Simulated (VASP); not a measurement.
Crystal: AgI (Iodargyrite).

```
Ag I
1.0
     4.59000    0.00000    0.00000
    -2.29500    3.97506    0.00000
     0.00000    0.00000    7.52000
Ag I
2 2
Direct
  0.66667 0.33333 0.63000
  0.33333 0.66667 0.13000
  0.66667 0.33333 0.00000
  0.33333 0.66667 0.50000
```

```yaml
Program: VASP 6.6.1
Task: relaxation of cell and atoms
Functional: PBEsol
Potentials_or_basis: VASP PAW PBE potentials, release 64 (Ag, I)
Cutoff: 600 eV
k_mesh: 9 × 9 × 4
Occupations: gaussian, width 0.03 eV
Spin: no spin polarisation
```

At the start: pressure -0.8 GPa; volume 34.30 Å³/atom.

How do energy, volume and symmetry change on relaxing?

Over 16 steps the energy falls by 2.6 meV/atom and the volume is 33.49 Å³/atom (-2.4 %); space group P6_3mc (No. 186, to 0.05 Å).

Step by step:
| step | energy change (eV) | largest force (eV/Å) | pressure (GPa) | volume (Å³) |
| --- | --- | --- | --- | --- |
| 1 | 0.0000 | 0.0789 | -0.76 | 137.21 |
| 2 | -0.0096 | 0.0394 | -0.03 | 133.99 |
| 3 | -0.0097 | 0.0346 | 0.09 | 133.65 |
| 4 | -0.0097 | 0.0364 | 0.07 | 133.77 |
| 5 | -0.0097 | 0.0379 | 0.02 | 133.88 |
| 6 | -0.0099 | 0.0215 | 0.00 | 133.99 |
| 7 | -0.0100 | 0.0090 | -0.03 | 134.07 |
| 8 | -0.0100 | 0.0120 | -0.03 | 134.05 |
| 9 | -0.0101 | 0.0092 | 0.01 | 133.96 |
| 10 | -0.0102 | 0.0020 | 0.05 | 133.70 |
| 11 | -0.0103 | 0.0046 | 0.03 | 133.80 |
| 12 | -0.0105 | 0.0111 | 0.00 | 134.03 |
| 13 | -0.0105 | 0.0125 | -0.03 | 134.08 |
| 14 | -0.0105 | 0.0117 | -0.01 | 134.05 |
| 15 | -0.0105 | 0.0117 | -0.02 | 134.04 |
| 16 | -0.0105 | 0.0040 | 0.01 | 133.97 |

Final structure:
```yaml
crystal:
  lattice:
    - [4.55373, 0.00000, 0.00000]
    - [-2.27686, 3.94364, 0.00000]
    - [0.00000, 0.00000, 7.46025]
  atoms:
    - { symbol: Ag, position: [0.66667, 0.33333, 0.62792] }
    - { symbol: Ag, position: [0.33333, 0.66667, 0.12792] }
    - { symbol: I, position: [0.66667, 0.33333, 0.00208] }
    - { symbol: I, position: [0.33333, 0.66667, 0.50208] }
```

Caveat: the PAW data sets were made with another functional, which shifts forces and pressure a little.
